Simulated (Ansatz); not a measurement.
Crystal: P.

```
P
1.0
     1.64774   -5.46504    0.00000
     1.64774    5.46504    0.00000
     0.00000    0.00000    4.54364
P
4
Direct
  0.90414 0.09586 0.58882
  0.09586 0.90414 0.41118
  0.59586 0.40414 0.08882
  0.40414 0.59586 0.91118
```

- Program: Ansatz 0.2.0
- Task: relaxation of cell and atoms
- Functional: PBE
- Potentials or basis: Ansatz PAW
- Cutoff: 420 eV (not typed: the program's choice for these potentials)
- k mesh: 8 × 8 × 6
- Occupations: fermi-dirac, width 0.05 eV
- Spin: no spin polarisation

At the start: volume 20.46 Å³/atom.

Question: How do energy, volume and symmetry change on relaxing?

Answer: It ends after 6 steps and the volume is 21.25 Å³/atom (+3.9 %); space group Cmce (No. 64, to 0.05 Å).

Step by step:
| step | energy change (eV) | largest force (eV/Å) | volume (Å³) |
| --- | --- | --- | --- |
| 1 | 0.0000 | 0.3378 | 81.83 |
| 2 | -0.0149 | 0.1083 | 83.35 |
| 3 | -0.0182 | 0.0353 | 85.16 |
| 4 | -0.0189 | 0.0060 | 84.95 |
| 5 | -0.0189 | 0.0036 | 84.99 |
| 6 | -0.0195 | 0.0036 | 84.99 |

Final structure:
```xyz
4
Lattice="1.6556 -5.6302 0.0000 1.6556 5.6302 0.0000 0.0000 0.0000 4.5590" Properties=species:S:1:pos:R:3 pbc="T T T"
P     1.6556   -4.5691    2.6733
P     1.6556    4.5691    1.8857
P     1.6556   -1.0611    0.3938
P     1.6556    1.0611    4.1652
```

Caveat: the plane-wave basis is chosen anew once the cell has moved, so the energies of steps on either side of that aren't comparable.
